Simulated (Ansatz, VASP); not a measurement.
Two plane-wave programs on InP

```
In P
1.0
     0.00000    3.03762    3.03762
     3.03762    0.00000    3.03762
     3.03762    3.03762    0.00000
In P
1 1
Cartesian
  0.0000 0.0000 0.0000
  1.5188 1.5188 1.5188
```

Alike in both runs: task single point; functional PBE; k mesh 6 × 6 × 6; no spin polarisation.

```csv
,VASP,Ansatz
version,VASP 6.6.1,Ansatz 0.2.0
potentials or method,"VASP PAW PBE potentials, release 64 (In_d, P)","plane waves, PAW"
plane-wave cutoff (eV),520,420
occupations,"gaussian, width 0.01 eV",fixed
valence electrons in the cell,18,18
```

Ansatz gave:

| Quantity | Value |
| --- | --- |
| gap on the k mesh at the Fermi level (eV) | 0.13 |
| pressure (GPa) | -3.0 |

Problem. Estimate VASP's values.

Solution. gap on the k mesh at the Fermi level (eV): 0.12; pressure (GPa): -3.1.

Caveats: spin-orbit coupling is left out, which moves the levels of the heavy elements.
